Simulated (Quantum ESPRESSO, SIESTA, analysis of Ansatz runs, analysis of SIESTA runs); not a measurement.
# V_Cl in NaCl (Fm-3m): how far do the levels depend on the basis, the mesh and the program? (SIESTA and Quantum ESPRESSO), part 4 of 5

Question: at which Fermi levels does V_Cl in NaCl (Fm-3m) change its charge, and how much of the answer depends on the basis, the mesh and the program? The model is a cell of 54 host atoms with 1 Cl taken out.

SIESTA and Quantum ESPRESSO ; SIESTA numerical-orbital DFT, PBEsol, DZP basis, PseudoDojo 0.4.1 potentials converted to PSML; charged supercells in a uniform background, point-charge correction with alignment at far sites.

So far. Step 7 (SIESTA, PBEsol, DZP, mesh 300 Ry, energy shift 0.002 …): Against the first level the gap goes from 5.10 to 5.11 eV, and the level that moves most, (0/−1), from 4.86 to 4.85 eV. Step 8 (SIESTA, PBEsol, SZP, mesh 300 Ry, energy shift 0.005 …): Against the first level the gap goes from 5.10 to 5.11 eV, and the level that moves most, (0/−1), from 4.86 to 4.77 eV.

## Step 9: SIESTA, PBEsol, TZP, mesh 300 Ry, energy shift 0.005 Ry, with orbitals at the vacancy, k = ¼

Level of this step: SIESTA numerical-orbital DFT, PBEsol, TZP basis, PseudoDojo 0.4.1 potentials converted to PSML; single point of a defect supercell at fixed charge in a uniform background (SIESTA).

The basis is enlarged to TZP on the same structures. If the levels stay put, the first basis was large enough for them.

Contents of defect.fdf:

```
SystemName                      Na27Cl26
SystemLabel                     defect
NumberOfSpecies                 3
NumberOfAtoms                   54
%block ChemicalSpeciesLabel
  1   11 Na
  2   17 Cl
  3  -17 Cl_ghost
%endblock ChemicalSpeciesLabel
LatticeConstant                 1.0 Ang
%block LatticeVectors
     0.006468000     8.414829000     8.414829000
     8.414829000     0.006468000     8.414829000
     8.414829000     8.414829000     0.006468000
%endblock LatticeVectors
AtomicCoordinatesFormat         Fractional
%block AtomicCoordinatesAndAtomicSpecies
    -0.000053734     0.000009774    -0.000012228  1
     0.166891132     0.166712620     0.166739617  2
     0.000072773    -0.000063996     0.333200715  1
[... 25 atom lines left out ...]
     0.500108277     0.500211983     0.837671924  2
[... 3 atom lines left out ...]
     0.500276906     0.837707233     0.500041426  2
[... 1 atom line left out ...]
     0.500296521     0.833159846     0.833132373  2
[... 9 atom lines left out ...]
     0.837992478     0.500212024     0.499683026  2
[... 1 atom line left out ...]
     0.833306295     0.500284319     0.833028714  2
[... 3 atom lines left out ...]
     0.833207885     0.833161859     0.500239902  2
[... 2 atom lines left out ...]
     0.500000000     0.500000000     0.500000000  3
%endblock AtomicCoordinatesAndAtomicSpecies
%block kgrid.MonkhorstPack
    1   0   0  0.25
    0   1   0  0.25
    0   0   1  0.25
%endblock kgrid.MonkhorstPack
XC.Functional                   GGA
XC.Authors                      PBEsol
PAO.BasisSize                   TZP
PAO.EnergyShift                 0.005 Ry
Mesh.Cutoff                     300 Ry
NetCharge                       -1.0
OccupationFunction              FD
ElectronicTemperature           0.01 eV
MaxSCFIterations                150
SCF.MustConverge                true
SCF.Mixer.Method                Pulay
SCF.Mixer.Weight                0.2
SCF.Mixer.History               10
SCF.DM.Tolerance                1.0e-4
SCF.H.Tolerance                 1.0e-3 eV
WriteForces                     true
Charge.Mulliken                 end
SaveRho                         true
SaveElectrostaticPotential      true
Charge.Hirshfeld                end
Charge.Voronoi                  end
```

On the command line:

```console
$ OMP_NUM_THREADS=1 siesta defect.fdf > defect.out
```

Log:

```text
Version         : 5.4.2

                           ***********************
                           *  WELCOME TO SIESTA  *
                           ***********************

[...]
reinit: Reading from file defect.fdf

reinit: -----------------------------------------------------------------------
reinit: System Name: Na27Cl26
reinit: -----------------------------------------------------------------------
reinit: System Label: defect
reinit: -----------------------------------------------------------------------

initatom: Reading input for the pseudopotentials and atomic orbitals ----------
Species number:   1 Atomic number:   11 Label: Na
Species number:   2 Atomic number:   17 Label: Cl
Species number:   3 Atomic number:  -17 Label: Cl_ghost (floating PAOs)

[... pseudopotential checks and orbital generation ...]

prinput: Basis input

PAO.BasisType split

%block ChemicalSpeciesLabel
    1   11 Na                      # Species index, atomic number, species label
    2   17 Cl                      # Species index, atomic number, species label
    3  -17 Cl_ghost                # Species index, atomic number, species label
%endblock ChemicalSpeciesLabel

%block PAO.Basis                 # Define Basis set
# WARNING: This information might be incomplete!
Na                    4                    # Species label, number of l-shells
 n=2   0   1                         # n, l, Nzeta
   2.788
   1.000
 n=3   0   3                         # n, l, Nzeta
   9.697      7.095      7.898
   1.000      1.000      1.000
 n=2   1   1                         # n, l, Nzeta
   3.254
   1.000
 n=3   1   1                         # n, l, Nzeta
   9.697
   1.000
Cl                    2                    # Species label, number of l-shells
[...]
(Free)E + p*V (eV/cell)   -45180.8257
Target enthalpy (eV/cell)   -45183.6224
[...]
siesta: Final energy (eV):
siesta:  Band Struct. =  -10214.855036
siesta:       Kinetic =   24331.219727
siesta:       Hartree =   15119.328739
siesta:         Exch. =   -7565.928407
siesta:         Corr. =    -568.613980
siesta:   Exch.-corr. =   -8134.542387
siesta:  Ion-electron =  -55488.190631
siesta:       Ion-ion =  -21011.437827
siesta:         Total =  -45183.622378
siesta:         Fermi =      -2.536369
[...]
siesta: Atomic forces (eV/Ang):
siesta:      1    0.001727    0.001883    0.002738
siesta:      2    0.002447    0.000693   -0.000226
siesta:      3    0.005113   -0.002692    0.000573
[...]
siesta:     53   -0.000361   -0.001466   -0.000339
siesta:     54   -0.000010    0.000139    0.000063
siesta: ----------------------------------------
siesta:    Tot   -0.004674    0.045772   -0.020177
[...]
siesta: Stress tensor (static) (eV/Ang**3):
siesta:    -0.002356    0.000072    0.000072
siesta:     0.000072   -0.002326    0.000072
siesta:     0.000072    0.000072   -0.002366
[...]
siesta: Cell volume =       1190.323111 Ang**3
[...]
siesta: Pressure (static):
siesta:                Solid            Molecule  Units
siesta:           0.00002559          0.00002932  Ry/Bohr**3
siesta:           0.00234949          0.00269218  eV/Ang**3
siesta:           3.76429703          4.31333996  kBar
[...]
mulliken: Qtot =      426.000

Mulliken Atomic Populations:
Atom #   charge [q] valence [e]  Species
     1     0.163706    8.836294  Na
     2    -0.186961    7.186961  Cl
     3     0.132650    8.867350  Na
     4    -0.187921    7.187921  Cl
     5     0.132514    8.867486  Na
     6    -0.179965    7.179965  Cl
[...]
50     0.088168    8.911832  Na
    51    -0.187918    7.187918  Cl
    52     0.178857    8.821143  Na
    53    -0.186988    7.186988  Cl
    54     7.005576   -0.005576  Cl_ghost
 Total     6.000000

[...]
Job completed
```

The job ended after 2.9 min (1 MPI rank of Arm Neoverse V1, shared host; peak memory 0.97 GiB).

On the kept structures the largest force at this level is 0.04 eV/Å, so they are close to rest here too.

By state, in eV; the first energy still holds the atoms taken out or put in:

```csv
charge,moment (μB),"energy over the host, electrons at the valence top",point-charge term,potential shift at far sites,its spread,correction
−1,0,453.821,0.334,0.061,0.012,0.274
0,1,449.251,0.000,-,-,0.000
+1,0,445.024,0.334,0.017,0.017,0.351
```

Against the first level the gap goes from 5.10 to 5.07 eV, and the level that moves most, (+1/0), from 3.90 to 3.88 eV.

## Step 10: SIESTA, PBEsol, DZP, mesh 300 Ry, energy shift 0.005 Ry, without orbitals at the vacancy, k = ¼

Basis functions at the vacant site are taken away. Electrons trapped in a vacancy have no atom to sit on, so a basis that only follows atoms may describe them poorly.

Contents of defect.fdf:

```
SystemName                      Na27Cl26
SystemLabel                     defect
NumberOfSpecies                 2
NumberOfAtoms                   53
%block ChemicalSpeciesLabel
  1   11 Na
  2   17 Cl
%endblock ChemicalSpeciesLabel
LatticeConstant                 1.0 Ang
%block LatticeVectors
     0.006468000     8.414829000     8.414829000
     8.414829000     0.006468000     8.414829000
     8.414829000     8.414829000     0.006468000
%endblock LatticeVectors
AtomicCoordinatesFormat         Fractional
%block AtomicCoordinatesAndAtomicSpecies
    -0.000053734     0.000009774    -0.000012228  1
     0.166891132     0.166712620     0.166739617  2
[... 25 atom lines left out ...]
     0.342338756     0.342485990     0.657679284  1
[... 3 atom lines left out ...]
     0.342622830     0.657572081     0.342587270  1
[... 1 atom line left out ...]
     0.342462818     0.657481642     0.657445726  1
[... 9 atom lines left out ...]
     0.657347650     0.342588686     0.342566684  1
[... 1 atom line left out ...]
     0.657102196     0.343006500     0.656825091  1
[... 3 atom lines left out ...]
     0.657518258     0.657420974     0.342488373  1
[... 2 atom lines left out ...]
     0.833226738     0.833246599     0.833152408  2
%endblock AtomicCoordinatesAndAtomicSpecies
%block kgrid.MonkhorstPack
    1   0   0  0.25
    0   1   0  0.25
    0   0   1  0.25
%endblock kgrid.MonkhorstPack
XC.Functional                   GGA
XC.Authors                      PBEsol
PAO.BasisSize                   DZP
PAO.EnergyShift                 0.005 Ry
Mesh.Cutoff                     300 Ry
NetCharge                       -1.0
OccupationFunction              FD
ElectronicTemperature           0.01 eV
MaxSCFIterations                150
SCF.MustConverge                true
SCF.Mixer.Method                Pulay
SCF.Mixer.Weight                0.2
SCF.Mixer.History               10
SCF.DM.Tolerance                1.0e-4
SCF.H.Tolerance                 1.0e-3 eV
WriteForces                     true
Charge.Mulliken                 end
SaveRho                         true
SaveElectrostaticPotential      true
Charge.Hirshfeld                end
Charge.Voronoi                  end
```

Log:

```text
Version         : 5.4.2

                           ***********************
                           *  WELCOME TO SIESTA  *
                           ***********************

[...]
reinit: Reading from file defect.fdf

reinit: -----------------------------------------------------------------------
reinit: System Name: Na27Cl26
reinit: -----------------------------------------------------------------------
reinit: System Label: defect
reinit: -----------------------------------------------------------------------

initatom: Reading input for the pseudopotentials and atomic orbitals ----------
Species number:   1 Atomic number:   11 Label: Na
Species number:   2 Atomic number:   17 Label: Cl

[... pseudopotential checks and orbital generation ...]

prinput: Basis input

PAO.BasisType split

%block ChemicalSpeciesLabel
    1   11 Na                      # Species index, atomic number, species label
    2   17 Cl                      # Species index, atomic number, species label
%endblock ChemicalSpeciesLabel

%block PAO.Basis                 # Define Basis set
# WARNING: This information might be incomplete!
Na                    4                    # Species label, number of l-shells
 n=2   0   1                         # n, l, Nzeta
   2.788
   1.000
 n=3   0   2                         # n, l, Nzeta
   9.697      7.095
   1.000      1.000
 n=2   1   1                         # n, l, Nzeta
   3.254
   1.000
 n=3   1   1                         # n, l, Nzeta
   9.697
   1.000
Cl                    2                    # Species label, number of l-shells
 n=3   0   2                         # n, l, Nzeta
   4.413      2.893
   1.000      1.000
 n=3   1   2 P   1                   # n, l, Nzeta, Polarization, NzetaPol
   5.490      3.619
   1.000      1.000
[...]
siesta: Atomic forces (eV/Ang):
     1    0.001730    0.001904    0.002761
     2    0.002617    0.000824   -0.000036
     3    0.003186   -0.004680    0.000739
[...]
52    0.000896   -0.001347   -0.001896
    53   -0.000540   -0.001626   -0.000515
   Tot   -0.004388    0.046592   -0.020044
   Max    0.028509
   Res    0.004904    sqrt( Sum f_i^2 / 3N )
   Max    0.028509    constrained
[...]
Stress tensor Voigt[x,y,z,yz,xz,xy] (kbar):       -2.68       -2.63       -2.69        0.16        0.16        0.16
(Free)E + p*V (eV/cell)   -45180.5880
Target enthalpy (eV/cell)   -45182.5680
[...]
siesta: Final energy (eV):
siesta:  Band Struct. =  -10216.345195
siesta:       Kinetic =   24333.948298
siesta:       Hartree =   15116.474109
siesta:         Exch. =   -7564.705371
siesta:         Corr. =    -568.742999
siesta:   Exch.-corr. =   -8133.448370
siesta:  Ion-electron =  -55488.104178
siesta:       Ion-ion =  -21011.437827
siesta:         Total =  -45182.567967
siesta:         Fermi =      -2.755407
[...]
siesta: Stress tensor (static) (eV/Ang**3):
siesta:    -0.001670    0.000099    0.000099
siesta:     0.000099   -0.001640    0.000099
siesta:     0.000099    0.000099   -0.001680
[...]
siesta: Cell volume =       1190.323111 Ang**3
[...]
siesta: Pressure (static):
siesta:                Solid            Molecule  Units
siesta:           0.00001812          0.00001985  Ry/Bohr**3
siesta:           0.00166340          0.00182264  eV/Ang**3
siesta:           2.66506688          2.92018610  kBar
[...]
mulliken: Qtot =      426.000

Mulliken Atomic Populations:
Atom #   charge [q] valence [e]  Species
     1     0.296655    8.703345  Na
     2    -0.312105    7.312105  Cl
     3     0.255825    8.744175  Na
     4    -0.313231    7.313231  Cl
     5     0.255639    8.744361  Na
     6    -0.307371    7.307371  Cl
[...]
50     0.198197    8.801803  Na
    51    -0.313230    7.313230  Cl
    52     0.295448    8.704552  Na
    53    -0.312117    7.312117  Cl
 Total    -1.000000

[...]
Job completed
```

Wall time 2.2 min (1 MPI rank); peak memory 0.86 GiB.

On the kept structures the largest force at this level is 0.04 eV/Å, so they are close to rest here too.

By state, in eV; the first energy still holds the atoms taken out or put in:

```csv
charge,moment (μB),"energy over the host, electrons at the valence top",point-charge term,potential shift at far sites,its spread,correction
−1,0,453.863,0.334,0.061,0.012,0.273
0,1,449.274,0.000,-,-,0.000
+1,0,445.020,0.334,0.018,0.018,0.352
```

Against the first level the gap goes from 5.10 to 5.10 eV, and the level that moves most, (+1/0), from 3.90 to 3.90 eV.

## Step 11: SIESTA, PBEsol, DZP, mesh 180 Ry, energy shift 0.005 Ry, with orbitals at the vacancy, k = ¼

The real-space mesh goes from 300 to 180 Ry on the same structures. Too coarse a mesh makes energies depend on where atoms sit against the grid.

Contents of defect.fdf:

```
SystemName                      Na27Cl26
SystemLabel                     defect
NumberOfSpecies                 3
NumberOfAtoms                   54
%block ChemicalSpeciesLabel
  1   11 Na
  2   17 Cl
  3  -17 Cl_ghost
%endblock ChemicalSpeciesLabel
LatticeConstant                 1.0 Ang
%block LatticeVectors
     0.006468000     8.414829000     8.414829000
     8.414829000     0.006468000     8.414829000
     8.414829000     8.414829000     0.006468000
%endblock LatticeVectors
AtomicCoordinatesFormat         Fractional
%block AtomicCoordinatesAndAtomicSpecies
    -0.000053734     0.000009774    -0.000012228  1
     0.166891132     0.166712620     0.166739617  2
     0.000072773    -0.000063996     0.333200715  1
[... 25 atom lines left out ...]
     0.500108277     0.500211983     0.837671924  2
[... 3 atom lines left out ...]
     0.500276906     0.837707233     0.500041426  2
[... 1 atom line left out ...]
     0.500296521     0.833159846     0.833132373  2
[... 9 atom lines left out ...]
     0.837992478     0.500212024     0.499683026  2
[... 1 atom line left out ...]
     0.833306295     0.500284319     0.833028714  2
[... 3 atom lines left out ...]
     0.833207885     0.833161859     0.500239902  2
[... 2 atom lines left out ...]
     0.500000000     0.500000000     0.500000000  3
%endblock AtomicCoordinatesAndAtomicSpecies
%block kgrid.MonkhorstPack
    1   0   0  0.25
    0   1   0  0.25
    0   0   1  0.25
%endblock kgrid.MonkhorstPack
XC.Functional                   GGA
XC.Authors                      PBEsol
PAO.BasisSize                   DZP
PAO.EnergyShift                 0.005 Ry
Mesh.Cutoff                     180 Ry
NetCharge                       -1.0
OccupationFunction              FD
ElectronicTemperature           0.01 eV
MaxSCFIterations                150
SCF.MustConverge                true
SCF.Mixer.Method                Pulay
SCF.Mixer.Weight                0.2
SCF.Mixer.History               10
SCF.DM.Tolerance                1.0e-4
SCF.H.Tolerance                 1.0e-3 eV
WriteForces                     true
Charge.Mulliken                 end
SaveRho                         true
SaveElectrostaticPotential      true
Charge.Hirshfeld                end
Charge.Voronoi                  end
```

Log:

```text
Version         : 5.4.2

                           ***********************
                           *  WELCOME TO SIESTA  *
                           ***********************

[...]
reinit: Reading from file defect.fdf

reinit: -----------------------------------------------------------------------
reinit: System Name: Na27Cl26
reinit: -----------------------------------------------------------------------
reinit: System Label: defect
reinit: -----------------------------------------------------------------------

initatom: Reading input for the pseudopotentials and atomic orbitals ----------
Species number:   1 Atomic number:   11 Label: Na
Species number:   2 Atomic number:   17 Label: Cl
Species number:   3 Atomic number:  -17 Label: Cl_ghost (floating PAOs)

[... pseudopotential checks and orbital generation ...]

prinput: Basis input

PAO.BasisType split

%block ChemicalSpeciesLabel
    1   11 Na                      # Species index, atomic number, species label
    2   17 Cl                      # Species index, atomic number, species label
    3  -17 Cl_ghost                # Species index, atomic number, species label
%endblock ChemicalSpeciesLabel

%block PAO.Basis                 # Define Basis set
# WARNING: This information might be incomplete!
Na                    4                    # Species label, number of l-shells
 n=2   0   1                         # n, l, Nzeta
   2.788
   1.000
 n=3   0   2                         # n, l, Nzeta
   9.697      7.095
   1.000      1.000
 n=2   1   1                         # n, l, Nzeta
   3.254
   1.000
 n=3   1   1                         # n, l, Nzeta
   9.697
   1.000
Cl                    2                    # Species label, number of l-shells
 n=3   0   2                         # n, l, Nzeta
[...]
(Free)E + p*V (eV/cell)   -45179.8541
Target enthalpy (eV/cell)   -45183.7470
[...]
siesta: Final energy (eV):
siesta:  Band Struct. =  -10218.114156
siesta:       Kinetic =   24333.858968
siesta:       Hartree =   15116.599609
siesta:         Exch. =   -7564.333534
siesta:         Corr. =    -570.243900
siesta:   Exch.-corr. =   -8134.577433
siesta:  Ion-electron =  -55489.226741
siesta:       Ion-ion =  -21010.401434
siesta:         Total =  -45183.747032
siesta:         Fermi =      -2.580299
[...]
siesta: Atomic forces (eV/Ang):
siesta:      1    0.001985    0.008632    0.007237
siesta:      2    0.001375   -0.000167   -0.001131
siesta:      3    0.044317    0.041546   -0.001018
[...]
siesta:     53    0.000544   -0.000561    0.000620
siesta:     54   -0.000005    0.000102    0.000044
siesta: ----------------------------------------
siesta:    Tot    0.001468   -0.003921    0.005665
[...]
siesta: Stress tensor (static) (eV/Ang**3):
siesta:    -0.003277   -0.000851   -0.000851
siesta:    -0.000851   -0.003250   -0.000852
siesta:    -0.000851   -0.000852   -0.003285
[...]
siesta: Cell volume =       1190.323111 Ang**3
[...]
siesta: Pressure (static):
siesta:                Solid            Molecule  Units
siesta:           0.00003562          0.00004222  Ry/Bohr**3
siesta:           0.00327052          0.00387676  eV/Ang**3
siesta:           5.23994541          6.21125978  kBar
[...]
mulliken: Qtot =      426.000

Mulliken Atomic Populations:
Atom #   charge [q] valence [e]  Species
     1     0.299693    8.700307  Na
     2    -0.312035    7.312035  Cl
     3     0.257287    8.742713  Na
     4    -0.312890    7.312890  Cl
     5     0.257130    8.742870  Na
     6    -0.304716    7.304716  Cl
[...]
50     0.184761    8.815239  Na
    51    -0.312893    7.312893  Cl
    52     0.304277    8.695723  Na
    53    -0.312046    7.312046  Cl
    54     6.994240    0.005760  Cl_ghost
 Total     6.000000

[...]
Job completed
```

Wall time 66 s (1 MPI rank); peak memory 0.76 GiB.

On the kept structures the largest force at this level is 0.08 eV/Å, so they are close to rest here too.

By state, in eV; the first energy still holds the atoms taken out or put in:

```csv
charge,moment (μB),"energy over the host, electrons at the valence top",point-charge term,potential shift at far sites,its spread,correction
−1,0,453.814,0.334,0.060,0.011,0.274
0,1,449.229,0.000,-,-,0.000
+1,0,444.964,0.334,0.017,0.017,0.351
```

Against the first level the gap goes from 5.10 to 5.10 eV, and the level that moves most, (+1/0), from 3.90 to 3.91 eV.

(Part 4 of 5 ends here.)

[Logs are printed without paths, hosts, clocks, repeated set-up lines and the standing remarks that a program may print on its own settings, such as how far it seeks lower states.]

[Hosts, paths, dates, database ids (printed as entryN), source tags and the programs' standing remarks are cut or masked in the printed files.]

[For some hosts the program warned that the k-mesh of the response run may be too coarse for force constants and the static dielectric constant; such warnings are not shown here.]

[Charge tables in the logs are Mulliken or Hirshfeld populations, whose sizes and signs can differ; where basis functions stand at a vacancy, SIESTA counts their charge against the missing atom's valence.]

[In relaxation paths of CP2K, step 0 can be the structure after the first move, since the trajectory file begins there, and the last row can be the final structure solved once more.]
